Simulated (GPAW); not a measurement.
Write an ASE script for GPAW 26.7.0 that does the following.

* Task: equation of state
* Functional: vdW-DF
* Potentials or basis: GPAW PAW data sets (gpaw-data 1.2.1)
* Cutoff: 600 eV
* Basis: pw
* k mesh: 8 × 8 × 8
* Occupations: fermi-dirac, width 0.05 eV
* Spin: no spin polarisation
* Maxiter: 150
* Eos scales: [0.94, 0.96, 0.98, 1.0, 1.02, 1.04, 1.06]

The system is GaAs.

```
CELL_PARAMETERS angstrom
0.00000 2.82685 2.82685
2.82685 0.00000 2.82685
2.82685 2.82685 0.00000
ATOMIC_POSITIONS crystal
As 0.75000 0.75000 0.75000
Ga 0.00000 0.00000 0.00000
```

These files were run (other wordings do the same):

run.py

```python
from ase import Atoms
from ase.eos import EquationOfState
from ase.io import Trajectory
from ase.units import GPa
from gpaw import GPAW, PW

atoms = Atoms(['As', 'Ga'],
              cell=[[0.0, 2.82685, 2.82685],
                    [2.82685, 0.0, 2.82685],
                    [2.82685, 2.82685, 0.0]],
              scaled_positions=[[0.75, 0.75, 0.75],
                                [0.0, 0.0, 0.0]],
              pbc=True)

traj = Trajectory('eos.traj', 'w')
volumes, energies = [], []
for x in [0.94, 0.96, 0.98, 1.0, 1.02, 1.04, 1.06]:
    a = atoms.copy()
    a.set_cell(atoms.cell * x**(1 / 3), scale_atoms=True)
    calc = GPAW(mode=PW(600),
                xc={'name': 'vdW-DF', 'backend': 'libvdwxc'},
                kpts={'size': (8, 8, 8), 'gamma': True},
                occupations={'name': 'fermi-dirac', 'width': 0.05},
                nbands=11,
                convergence={'density': 1e-05, 'energy': 1e-05},
                maxiter=150,
                txt=f'eos-{x:.2f}.txt')
    a.calc = calc
    energies.append(a.get_potential_energy(force_consistent=True))
    volumes.append(a.get_volume())
    calc.write(f'eos-{x:.2f}.gpw')
    traj.write(a)
    print(f'{x:.2f} {volumes[-1]:10.4f} A^3 {energies[-1]:14.6f} eV', flush=True)

v0, e0, B = EquationOfState(volumes, energies, eos='birchmurnaghan').fit()
print(f'V0 = {v0:.4f} A^3, E0 = {e0:.6f} eV, B0 = {B / GPa:.2f} GPa')
```

Potentials or basis: GPAW PAW data sets (gpaw-data 1.2.1), pw.

Launch:

```bash
$ OMP_NUM_THREADS=1 python run.py
```

Results of the run:

```yaml
Equilibrium_volume: "25.32 Å³/atom (rough: see the caveat)"
Bulk_modulus: 50 GPa (rough)
```

Caveat: the minimum lies outside the volumes run; the PAW data sets were made with another functional, which shifts forces and pressure a little.

It took 27 s on 1 thread of AMD EPYC 9R45 96-Core Processor (Zen 5) (shared host), peak memory 0.27 GiB.
